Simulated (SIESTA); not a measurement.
# C under changes of volume

One of the cells (5.672 Å³/atom); the others are scaled copies at fixed shape and fractional positions:

```xyz
8
Lattice="2.5221 0.0000 0.0000 -1.2611 2.1842 0.0000 0.0000 0.0000 8.2371" Properties=species:S:1:pos:R:3 pbc="T T T"
C     1.2611    0.7281    6.9501
C     0.0000    1.4561    2.8315
C     1.2611    0.7281    5.4056
C     0.0000    1.4561    1.2870
C     0.0000    0.0000    7.4649
C     0.0000    0.0000    3.3463
C     0.0000    0.0000    4.8908
C     0.0000    0.0000    0.7722
```

This is a hexagonal form of diamond, not graphite.

* Program: SIESTA 5.4.2
* Functional: vdW-DF-cx
* Potentials or basis: PseudoDojo 0.4 standard (PBE files)
* Basis: DZP (energy shift 0.002 Ry)
* Grid cutoff: 500 Ry
* Energy shift: 0.002 Ry
* k mesh: 8 × 8 × 3
* Occupations: fermi-dirac, width 0.05 eV
* Spin: no spin polarisation

| volume (Å³/atom) | energy over the lowest point (meV/atom) | pressure (GPa) | gap on the mesh (eV) | largest force (eV/Å) |
| --- | --- | --- | --- | --- |
| 5.332 | ? | ? | ? | ? |
| 5.445 | 28.00 | 28.2 | 4.63 | 0.351 |
| 5.559 | 11.83 | 17.7 | 4.58 | 0.336 |
| 5.672 | 2.70 | 8.2 | 4.53 | 0.325 |
| 5.785 | 0.00 | -0.5 | 4.47 | 0.319 |
| 5.899 | 3.24 | -8.5 | 4.42 | 0.311 |
| 6.012 | 11.88 | -15.7 | 4.37 | 0.304 |

Problem. What does the run at 5.332 Å³/atom give?

Solution. Energy over the lowest point 51.90 meV/atom; pressure 39.6 GPa; gap on the mesh 4.69 eV; largest force 0.371 eV/Å.

Worked out: A Birch-Murnaghan fit of order 3 (a polynomial in V^(-2/3)) to the other rows has its minimum at 5.78 Å³/atom with B0 = V·E''(V) = 429 GPa and B' = 3.1 at fixed shape and positions, which overstates the stiffness. It gives 51.59 meV/atom at 5.332 Å³/atom, against the run's 51.90, and -dE/dV = 39.1 GPa, against 39.6. A straight line through the other rows of the gap, of slope -2.65 eV per unit of ln V, extrapolates to 4.69 eV, against the run's 4.69.

Energies are extrapolated to zero smearing.

Caveats: the potentials were made for another functional, which shifts forces and pressure; an odd mesh through Γ misses points on the zone boundary, where band edges often lie; the basis of atomic orbitals isn't converged, which shifts pressures, moduli and gaps.
